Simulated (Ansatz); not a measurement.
**Pt: a line through a two-coordinate scan**

One line of a two-coordinate grid on Pt (P6_3/mmc, No. 194; 2 atoms in the cell): volume per atom is varied, at total spin moment of the cell, held fixed = 0.8 μB.

This is Pt in the hcp structure; at room conditions it is fcc.

Method: DFT LDA, scalar-relativistic, plane waves, PAW, in Ansatz 0.2.0.

59 further runs of the same task are left out: 59 set aside as unsound or not needed. Runs told in other sessions of the task aren't counted.

**1. Starting point**

The structure is hexagonal, space group P6_3/mmc (No. 194). Conventional cell: a = 2.708 Å, b = 2.708 Å, c = 4.677 Å, α = 90.00°, β = 90.00°, γ = 120.00°. Pt (site symmetry -6m2) has 12 Pt at 2.71 to 2.81 Å in its first shell of neighbours.

Structure file:

```
Pt
1.0
     2.70829    0.00000    0.00000
    -1.35415    2.34545    0.00000
     0.00000    0.00000    4.67651
Pt
2
Direct
  0.66667 0.33333 0.75000
  0.33333 0.66667 0.25000
```

It goes back to an entry of the Materials Project, which need not be the stable form.

This cell was relaxed beforehand with the same method: volume 14.85 Å³/atom, gap on the mesh none (metal).

**2. Plan of the line**

The energy is mapped over volume and a fixed ferromagnetic moment.

- volume per atom: 9 values from 12.18 to 17.53 Å³
- total spin moment of the cell, held fixed: 11 values from 0.0 to 1.0 μB

Nothing else is relaxed (shape and fractional coordinates fixed). Points are written as (first, second).

**3. The run at (12.18 Å³, 0.8 μB)**

The input, input.yaml:

```yaml
crystal:
  lattice:
    - [2.5349048657, 0.0, 0.0]
    - [-1.2674524328, 2.1952920098, 0.0]
    - [0.0, 0.0, 4.3771120513]
  atoms:
    - { symbol: Pt, position: [0.6666666667, 0.3333333333, 0.75], spin: 0.4 }
    - { symbol: Pt, position: [0.3333333333, 0.6666666667, 0.25], spin: 0.4 }
basis:
  ecutwfc: 420
kpoints:
  mp_grid: { grid: [21, 21, 10] }
hamiltonian:
  xc: lda
  pseudopotentials: { kind: paw, azcp: { folder: soft_1 } }
scf:
  occupations: { method: gaussian, width: 0.15 }
  lower_state_search: "off"
output:
  forces: true
  stress: true
  eigenvalues: true
  populations: true
magnetization:
  spin_polarized: true
  initial_magnetization: 0.8
  spin_locking: { lock_magnetization: hard }
```

Command:

```bash
> ansatz run input.yaml --threads 2 --pin off --max-ram 4096MiB --backend cpu --events-out ev --progress --plain --runs-dir out
```

Standard output, shortened:

```text
Warning: <dir> the record states the generating functional pbe (its physics header spells it `PBE`), which answers neither for hamiltonian.xc's functional nor for the lda family's — results may be inconsistent (PPs are generated against a specific XC)
Warning: output.stress: scf.convergence.dr2_threshold = 1e-7 eV (the SCF's general default) is looser than the 2e-10 eV advised for a printed stress (1e-10 eV for each atom of the cell: 2). What an SCF threshold leaves in a stress goes as its square root, and in the free energy as the [...]
Warning: RAYON_NUM_THREADS=2 ignored (pool sized by the plan → 2); use --threads N
[...]
Pseudopotentials: kind: paw
Pseudopotential: Pt, paw, valence charge 18, recommended cutoff 420 eV (normal), <dir>
Functional definition: SPW92
[...]
Crystal: 2 atoms, lattice volume = 24.358 Å³
Basis set: ecut = 420 eV, 513 PW (Γ)
Bands: 23, of which v1, the nominal top of the filled ones, is band 18 counted from 1 (17 counted from 0)
Symmetry: 24 space group operations
Space group: P63/mmc (ITA 194), of the structure as read, at distance tolerance 2.9e-5 Å
Magnetic group: BNS 194.263 (UNI 1493), of the structure as read, at distance tolerance 2.9e-5 Å
k-points: 288 of 4410
[...]
Starting moments: Σ|m| = 0.8 μB on 2 of 2 sites
[...]
SCF iter   1: F=—  HF=-24491.559033 eV  |F-HF|=—  |Δ(HF+E_count)|=         —  Δρ=4.84e-2 (↑4.48e-2 ↓4.84e-2)  dr2=1.57e0  dr2_m=1.31e-2  M=0.800 μB ∫|m|=0.800 μB  β_m=0.30  ethr=3.10e-3  ⟨swp⟩=4.9  Hψ=54465  notcnv=0
[...]
spin=Collinear: Kerker preconditioning applied to the charge; magnetization (m = ρ↑ − ρ↓) channel mixes plain (no charge-response kernel on spin).
[...]
SCF iter   7: F=-24490.986354 eV  HF=-24490.986354 eV  |F-HF|=3.08e-9  |Δ(HF+E_count)|=   2.07e-8  Δρ=3.24e-6 (↑3.15e-6 ↓3.24e-6)  dr2=7.15e-9  dr2_m=3.82e-12  M=0.800 μB ∫|m|=0.801 μB  ethr=2.78e-10  ⟨swp⟩=6.1  Hψ=44896  notcnv=0
[...]
SCF converged after 7 iterations
Stability checked in part: among states of this total moment the steps that led to this state did not find it unstable. No probe was made; neither looks for a lower state of another moment (fixed_total_moment; see scf.lower_state_search)
Magnetization: 0.8000 μB (18.4000 up, 17.6000 down)
Absolute magnetization: 0.8006 μB (∫|ρ↑−ρ↓|, with the PAW one-centre terms)
Spin contamination: 0.0003 ħ² per cell (⟨S²⟩ above its minimum at these occupations)
Per-site moments (μB) at R_I (Å): [(0.37947678759022463, 1.0456482570838694), (0.37947678759022474, 1.0456482570838694)]
Free energy (F): -24490.986354 eV
[...]
E sigma→0 (E₀):  -24490.973751 eV
Entropy (-TS):   -0.025205 eV (-12.603 meV/atom)
Fermi energy:    30.444059 (↑ 30.650130, ↓ 30.237988) eV
[...]
--- Forces (eV/Å), atoms counted from 1 ---
  atom   1  Pt     0.00000000    -0.00000000     0.00000000
  atom   2  Pt    -0.00000000     0.00000000     0.00000000
[...]
--- Stress (GPa, compression-positive) ---
      108.221449       0.000000       0.000000
        0.000000     108.221449       0.000000
        0.000000       0.000000      90.800809
  P = ⅓ Tr σ = 102.4146 GPa (1024.146 kbar)
--- Band table (eV; the first three rows and the last of 576) ---
  k-point 0 ↑: bands = ["-69.2544", "-69.1831", "-23.7782", "-23.0009", "-23.0009", "-22.8976", "-22.8976", "-22.8890", "17.4993", "20.2767", "24.3200", "25.1000", "25.1000", "25.6869", "25.6869", "27.4383", "27.4383", "28.4768", "29.9187", "29.9187", "36.9696", "44.6897", "45.6906"]
[...]
--- Löwdin populations: 2 sites ---
  site symbol       q [e]    m [muB]
     0     Pt     17.8361     0.3997
     1     Pt     17.8361     0.3997
  spilling = 0.009104 (of n_electrons = 36.000000)
```

Wall time 4.3 s (2 threads of Intel Xeon 6975P-C (Granite Rapids), shared host); peak memory 0.53 GiB.

**4. The run at (12.85 Å³, 0.8 μB)**

input.yaml: that of step 3 with these lines changed.

```diff
@@ -2,5 +2,5 @@
   lattice:
-    - [2.5349048657, 0.0, 0.0]
-    - [-1.2674524328, 2.1952920098, 0.0]
-    - [0.0, 0.0, 4.3771120513]
+    - [2.5804946569, 0.0, 0.0]
+    - [-1.2902473284, 2.2347739272, 0.0]
+    - [0.0, 0.0, 4.4558335951]
   atoms:
```

Command:

```bash
> ansatz run input.yaml --threads 2 --pin off --max-ram 4096MiB --backend cpu --events-out ev --progress --plain --runs-dir out
```

Standard output, shortened:

```text
Warning: <dir> the record states the generating functional pbe (its physics header spells it `PBE`), which answers neither for hamiltonian.xc's functional nor for the lda family's — results may be inconsistent (PPs are generated against a specific XC)
Warning: output.stress: scf.convergence.dr2_threshold = 1e-7 eV (the SCF's general default) is looser than the 2e-10 eV advised for a printed stress (1e-10 eV for each atom of the cell: 2). What an SCF threshold leaves in a stress goes as its square root, and in the free energy as the [...]
Warning: RAYON_NUM_THREADS=2 ignored (pool sized by the plan → 2); use --threads N
[...]
[... 3 set-up lines as earlier in the session ...]
[...]
Crystal: 2 atoms, lattice volume = 25.696 Å³
Basis set: ecut = 420 eV, 513 PW (Γ)
Bands: 23, of which v1, the nominal top of the filled ones, is band 18 counted from 1 (17 counted from 0)
[... 1 set-up line as earlier in the session ...]
Space group: P63/mmc (ITA 194), of the structure as read, at distance tolerance 3.0e-5 Å
[...]
Magnetization: 0.8000 μB (18.4000 up, 17.6000 down)
Absolute magnetization: 0.8009 μB (∫|ρ↑−ρ↓|, with the PAW one-centre terms)
Spin contamination: 0.0003 ħ² per cell (⟨S²⟩ above its minimum at these occupations)
Per-site moments (μB) at R_I (Å): [(0.3821193944029975, 1.0644540459699618), (0.38211939440299764, 1.0644540459699618)]
Free energy (F): -24491.680567 eV
[...]
E sigma→0 (E₀):  -24491.666818 eV
Entropy (-TS):   -0.027500 eV (-13.750 meV/atom)
Fermi energy:    28.438229 (↑ 28.616041, ↓ 28.260417) eV
[...]
--- Forces (eV/Å), atoms counted from 1 ---
  atom   1  Pt    -0.00000000    -0.00000000     0.00000000
  atom   2  Pt     0.00000000     0.00000000     0.00000000
[...]
--- Stress (GPa, compression-positive) ---
       69.783248       0.000000       0.000000
        0.000000      69.783248       0.000000
        0.000000       0.000000      57.148475
  P = ⅓ Tr σ = 65.5717 GPa (655.717 kbar)
--- Band table (eV; the first three rows and the last of 576) ---
[... band rows left out ...]
[...]
--- Löwdin populations: 2 sites ---
  site symbol       q [e]    m [muB]
     0     Pt     17.8383     0.4004
     1     Pt     17.8383     0.4004
  spilling = 0.008982 (of n_electrons = 36.000000)
```

It took 4.8 s on 2 threads of Intel Xeon 6975P-C (Granite Rapids), shared host; peak memory 0.51 GiB.

**5. Point (13.52 Å³, 0.8 μB)**

input.yaml: that of step 4 with these lines changed.

```diff
@@ -2,5 +2,5 @@
   lattice:
-    - [2.5804946569, 0.0, 0.0]
-    - [-1.2902473284, 2.2347739272, 0.0]
-    - [0.0, 0.0, 4.4558335951]
+    - [2.6244633715, 0.0, 0.0]
+    - [-1.3122316858, 2.272851951, 0.0]
+    - [0.0, 0.0, 4.5317559673]
   atoms:
```

Command:

```bash
> ansatz run input.yaml --threads 2 --pin off --max-ram 4096MiB --backend cpu --events-out ev --progress --plain --runs-dir out
```

Standard output, shortened:

```text
[...]
SCF converged after 7 iterations
Stability checked in part: among states of this total moment the steps that led to this state did not find it unstable. No probe was made; neither looks for a lower state of another moment (fixed_total_moment; see scf.lower_state_search)
Magnetization: 0.8000 μB (18.4000 up, 17.6000 down)
Absolute magnetization: 0.8014 μB (∫|ρ↑−ρ↓|, with the PAW one-centre terms)
Spin contamination: 0.0004 ħ² per cell (⟨S²⟩ above its minimum at these occupations)
Per-site moments (μB) at R_I (Å): [(0.38444578295225995, 1.0825911407388065), (0.38444578295226006, 1.0825911407388065)]
Free energy (F): -24492.106176 eV
[...]
E sigma→0 (E₀):  -24492.091274 eV
Entropy (-TS):   -0.029804 eV (-14.902 meV/atom)
Fermi energy:    26.632657 (↑ 26.785917, ↓ 26.479398) eV
[...]
--- Forces (eV/Å), atoms counted from 1 ---
  atom   1  Pt     0.00000000     0.00000000     0.00000000
  atom   2  Pt    -0.00000000     0.00000000    -0.00000000
[...]
--- Stress (GPa, compression-positive) ---
       40.758838       0.000000       0.000000
        0.000000      40.758838      -0.000000
        0.000000      -0.000000      31.886543
  P = ⅓ Tr σ = 37.8014 GPa (378.014 kbar)
--- Band table (eV; the first three rows and the last of 576) ---
  k-point 0 ↑: bands = ["-72.5951", "-72.5522", "-26.9241", "-26.4260", "-26.4260", "-26.3537", "-26.3537", "-26.3178", "15.0021", "17.7643", "21.4229", "22.0908", "22.0908", "22.5810", "22.5810", "24.0880", "24.0880", "25.1371", "26.1811", "26.1811", "32.2785", "41.3057", "42.1634"]
[...]
--- Löwdin populations: 2 sites ---
  site symbol       q [e]    m [muB]
     0     Pt     17.8410     0.4009
     1     Pt     17.8410     0.4009
  spilling = 0.008832 (of n_electrons = 36.000000)
```

It took 4.8 s on 2 threads of Intel Xeon 6975P-C (Granite Rapids), shared host; peak memory 0.55 GiB.

**6. The run at (14.19 Å³, 0.8 μB)**

input.yaml: that of step 5 with these lines changed.

```diff
@@ -2,5 +2,5 @@
   lattice:
-    - [2.6244633715, 0.0, 0.0]
-    - [-1.3122316858, 2.272851951, 0.0]
-    - [0.0, 0.0, 4.5317559673]
+    - [2.667068898, 0.0, 0.0]
+    - [-1.333534449, 2.3097494193, 0.0]
+    - [0.0, 0.0, 4.6053244732]
   atoms:
```

Command:

```bash
> ansatz run input.yaml --threads 2 --pin off --max-ram 4096MiB --backend cpu --events-out ev --progress --plain --runs-dir out
```

Standard output, shortened:

```text
[...]
SCF converged after 7 iterations
Stability checked in part: among states of this total moment the steps that led to this state did not find it unstable. No probe was made; neither looks for a lower state of another moment (fixed_total_moment; see scf.lower_state_search)
Magnetization: 0.8000 μB (18.4000 up, 17.6000 down)
Absolute magnetization: 0.8020 μB (∫|ρ↑−ρ↓|, with the PAW one-centre terms)
Spin contamination: 0.0004 ħ² per cell (⟨S²⟩ above its minimum at these occupations)
Per-site moments (μB) at R_I (Å): [(0.38653978890839014, 1.1001659204222929), (0.38653978890839036, 1.1001659204222929)]
Free energy (F): -24492.329996 eV
[...]
E sigma→0 (E₀):  -24492.313936 eV
Entropy (-TS):   -0.032118 eV (-16.059 meV/atom)
Fermi energy:    24.995074 (↑ 25.126904, ↓ 24.863245) eV
[...]
--- Forces (eV/Å), atoms counted from 1 ---
  atom   1  Pt     0.00000000    -0.00000000     0.00000000
  atom   2  Pt     0.00000000     0.00000000     0.00000000
[...]
--- Stress (GPa, compression-positive) ---
       18.746663       0.000000       0.000000
        0.000000      18.746663       0.000000
        0.000000       0.000000      12.846206
  P = ⅓ Tr σ = 16.7798 GPa (167.798 kbar)
--- Band table (eV; the first three rows and the last of 576) ---
  k-point 0 ↑: bands = ["-74.0372", "-74.0034", "-28.2962", "-27.8972", "-27.8972", "-27.8362", "-27.8362", "-27.7907", "13.9422", "16.6803", "20.1648", "20.7854", "20.7854", "21.2357", "21.2357", "22.6398", "22.6398", "23.7221", "24.5724", "24.5724", "30.2707", "39.8179", "40.6092"]
[...]
--- Löwdin populations: 2 sites ---
  site symbol       q [e]    m [muB]
     0     Pt     17.8441     0.4015
     1     Pt     17.8441     0.4015
  spilling = 0.008659 (of n_electrons = 36.000000)
```

Run time: 5 s. Hardware: 2 threads of Intel Xeon 6975P-C (Granite Rapids), shared host; peak memory 0.56 GiB.

**7. Grid point (14.85 Å³, 0.8 μB)**

input.yaml: that of step 6 with these lines changed.

```diff
@@ -2,5 +2,5 @@
   lattice:
-    - [2.667068898, 0.0, 0.0]
-    - [-1.333534449, 2.3097494193, 0.0]
-    - [0.0, 0.0, 4.6053244732]
+    - [2.7082945876, 0.0, 0.0]
+    - [-1.3541472938, 2.3454519138, 0.0]
+    - [0.0, 0.0, 4.6765103647]
   atoms:
```

Command:

```bash
> ansatz run input.yaml --threads 2 --pin off --max-ram 4096MiB --backend cpu --events-out ev --progress --plain --runs-dir out
```

Standard output, shortened:

```text
Warning: <dir> the record states the generating functional pbe (its physics header spells it `PBE`), which answers neither for hamiltonian.xc's functional nor for the lda family's — results may be inconsistent (PPs are generated against a specific XC)
Warning: output.stress: scf.convergence.dr2_threshold = 1e-7 eV (the SCF's general default) is looser than the 2e-10 eV advised for a printed stress (1e-10 eV for each atom of the cell: 2). What an SCF threshold leaves in a stress goes as its square root, and in the free energy as the [...]
Warning: RAYON_NUM_THREADS=2 ignored (pool sized by the plan → 2); use --threads N
[...]
[... 3 set-up lines as earlier in the session ...]
[...]
Crystal: 2 atoms, lattice volume = 29.706 Å³
Basis set: ecut = 420 eV, 597 PW (Γ)
Bands: 23, of which v1, the nominal top of the filled ones, is band 18 counted from 1 (17 counted from 0)
[... 1 set-up line as earlier in the session ...]
Space group: P63/mmc (ITA 194), of the structure as read, at distance tolerance 3.1e-5 Å
[...]
Magnetization: 0.8000 μB (18.4000 up, 17.6000 down)
Absolute magnetization: 0.8029 μB (∫|ρ↑−ρ↓|, with the PAW one-centre terms)
Spin contamination: 0.0005 ħ² per cell (⟨S²⟩ above its minimum at these occupations)
Per-site moments (μB) at R_I (Å): [(0.388447487623594, 1.117171517386548), (0.3884474876235939, 1.117171517386548)]
Free energy (F): -24492.400735 eV
[...]
E sigma→0 (E₀):  -24492.383502 eV
Entropy (-TS):   -0.034466 eV (-17.233 meV/atom)
Fermi energy:    23.508195 (↑ 23.621373, ↓ 23.395017) eV
[...]
--- Forces (eV/Å), atoms counted from 1 ---
  atom   1  Pt    -0.00000000    -0.00000000     0.00000000
  atom   2  Pt     0.00000000     0.00000000     0.00000000
[...]
--- Stress (GPa, compression-positive) ---
        2.116105       0.000000       0.000000
       -0.000000       2.116105       0.000000
        0.000000       0.000000      -1.444841
  P = ⅓ Tr σ = 0.9291 GPa (9.291 kbar)
--- Band table (eV; the first three rows and the last of 576) ---
[... band rows left out ...]
[...]
--- Löwdin populations: 2 sites ---
  site symbol       q [e]    m [muB]
     0     Pt     17.8475     0.4019
     1     Pt     17.8475     0.4019
  spilling = 0.008470 (of n_electrons = 36.000000)
```

Wall time 5.2 s (2 threads of Intel Xeon 6975P-C (Granite Rapids), shared host); peak memory 0.57 GiB.

**8. Grid point (15.52 Å³, 0.8 μB)**

input.yaml: that of step 7 with these lines changed.

```diff
@@ -2,5 +2,5 @@
   lattice:
-    - [2.7082945876, 0.0, 0.0]
-    - [-1.3541472938, 2.3454519138, 0.0]
-    - [0.0, 0.0, 4.6765103647]
+    - [2.7483013709, 0.0, 0.0]
+    - [-1.3741506854, 2.3800988044, 0.0]
+    - [0.0, 0.0, 4.7455915265]
   atoms:
```

Command:

```bash
> ansatz run input.yaml --threads 2 --pin off --max-ram 4096MiB --backend cpu --events-out ev --progress --plain --runs-dir out
```

Standard output, shortened:

```text
[...]
SCF converged after 7 iterations
Stability checked in part: among states of this total moment the steps that led to this state did not find it unstable. No probe was made; neither looks for a lower state of another moment (fixed_total_moment; see scf.lower_state_search)
Magnetization: 0.8000 μB (18.4000 up, 17.6000 down)
Absolute magnetization: 0.8041 μB (∫|ρ↑−ρ↓|, with the PAW one-centre terms)
Spin contamination: 0.0005 ħ² per cell (⟨S²⟩ above its minimum at these occupations)
Per-site moments (μB) at R_I (Å): [(0.3901957955947366, 1.133674315483152), (0.3901957955947369, 1.133674315483152)]
Free energy (F): -24492.356378 eV
[...]
E sigma→0 (E₀):  -24492.337950 eV
Entropy (-TS):   -0.036855 eV (-18.428 meV/atom)
Fermi energy:    22.151121 (↑ 22.248015, ↓ 22.054228) eV
[...]
--- Forces (eV/Å), atoms counted from 1 ---
  atom   1  Pt     0.00000000    -0.00000000     0.00000000
  atom   2  Pt    -0.00000000     0.00000000    -0.00000000
[...]
--- Stress (GPa, compression-positive) ---
      -10.428110      -0.000000       0.000000
       -0.000000     -10.428110      -0.000000
        0.000000      -0.000000     -12.146207
  P = ⅓ Tr σ = -11.0008 GPa (-110.008 kbar)
--- Band table (eV; the first three rows and the last of 576) ---
  k-point 0 ↑: bands = ["-76.5481", "-76.5268", "-30.7053", "-30.4508", "-30.4508", "-30.4068", "-30.4068", "-30.3475", "12.1175", "14.7889", "17.9590", "18.4986", "18.4986", "18.8825", "18.8825", "20.1114", "20.1114", "21.2896", "21.7743", "21.7743", "26.7961", "37.1764", "37.8433"]
[...]
--- Löwdin populations: 2 sites ---
  site symbol       q [e]    m [muB]
     0     Pt     17.8512     0.4024
     1     Pt     17.8512     0.4024
  spilling = 0.008264 (of n_electrons = 36.000000)
```

It took 5.6 s on 2 threads of Intel Xeon 6975P-C (Granite Rapids), shared host; peak memory 0.58 GiB.

**9. Grid point (16.19 Å³, 0.8 μB)**

input.yaml: that of step 8 with these lines changed.

```diff
@@ -2,5 +2,5 @@
   lattice:
-    - [2.7483013709, 0.0, 0.0]
-    - [-1.3741506854, 2.3800988044, 0.0]
-    - [0.0, 0.0, 4.7455915265]
+    - [2.787233829, 0.0, 0.0]
+    - [-1.3936169145, 2.4138153022, 0.0]
+    - [0.0, 0.0, 4.8128176121]
   atoms:
```

Command:

```bash
> ansatz run input.yaml --threads 2 --pin off --max-ram 4096MiB --backend cpu --events-out ev --progress --plain --runs-dir out
```

Standard output, shortened:

```text
[...]
SCF converged after 7 iterations
Stability checked in part: among states of this total moment the steps that led to this state did not find it unstable. No probe was made; neither looks for a lower state of another moment (fixed_total_moment; see scf.lower_state_search)
Magnetization: 0.8000 μB (18.4000 up, 17.6000 down)
Absolute magnetization: 0.8053 μB (∫|ρ↑−ρ↓|, with the PAW one-centre terms)
Spin contamination: 0.0006 ħ² per cell (⟨S²⟩ above its minimum at these occupations)
Per-site moments (μB) at R_I (Å): [(0.391815484673601, 1.1497339544621732), (0.3918154846736007, 1.1497339544621732)]
Free energy (F): -24492.225375 eV
[...]
E sigma→0 (E₀):  -24492.205751 eV
Entropy (-TS):   -0.039248 eV (-19.624 meV/atom)
Fermi energy:    20.906484 (↑ 20.989105, ↓ 20.823863) eV
[...]
--- Forces (eV/Å), atoms counted from 1 ---
  atom   1  Pt     0.00000000    -0.00000000     0.00000000
  atom   2  Pt     0.00000000     0.00000000     0.00000000
[...]
--- Stress (GPa, compression-positive) ---
      -19.846423       0.000000       0.000000
        0.000000     -19.846423       0.000000
        0.000000       0.000000     -20.112351
  P = ⅓ Tr σ = -19.9351 GPa (-199.351 kbar)
--- Band table (eV; the first three rows and the last of 576) ---
  k-point 0 ↑: bands = ["-77.6488", "-77.6317", "-31.7692", "-31.5677", "-31.5677", "-31.5300", "-31.5300", "-31.4659", "11.3246", "13.9568", "16.9847", "17.4896", "17.4896", "17.8455", "17.8455", "18.9993", "18.9993", "20.2336", "20.5480", "20.5480", "25.2804", "35.9940", "36.6018"]
[...]
--- Löwdin populations: 2 sites ---
  site symbol       q [e]    m [muB]
     0     Pt     17.8552     0.4028
     1     Pt     17.8552     0.4028
  spilling = 0.008044 (of n_electrons = 36.000000)
```

It took 5.9 s on 2 threads of Intel Xeon 6975P-C (Granite Rapids), shared host; peak memory 0.59 GiB.

(Part 1 of 2 ends here.)
